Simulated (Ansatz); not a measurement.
Ca:

```xyz
2
Lattice="3.9800 0.0000 0.0000 -1.9900 3.4468 0.0000 0.0000 0.0000 6.5200" Properties=species:S:1:pos:R:3 pbc="T T T"
Ca    1.9900    1.1489    4.8900
Ca    0.0000    2.2979    1.6300
```

This isn't the form of Ca at room conditions, which is fcc.

Base run:

| Property | Result |
| --- | --- |
| Program | Ansatz 0.2.0 |
| Functional | PBE |
| Potentials or basis | all-electron LAPW, scalar-relativistic |
| Cutoff | 77 eV (chosen from the basis error) |
| Basis error allowed | 0.001 eV/atom |
| k mesh | 8 × 8 × 4 |
| Occupations | fermi-dirac, width 0.05 eV |
| Spin | no spin polarisation |

Its results: pressure -0.8 GPa.

**Question.** The run is repeated on the same cell with these changes: functional from PBE to revPBE. What comes out?

**Answer.** Pressure -0.2 GPa.

revPBE binds less tightly than PBE, so the same cell stands under more pressure.

Caveats: the cell was measured hot, at 723 K.
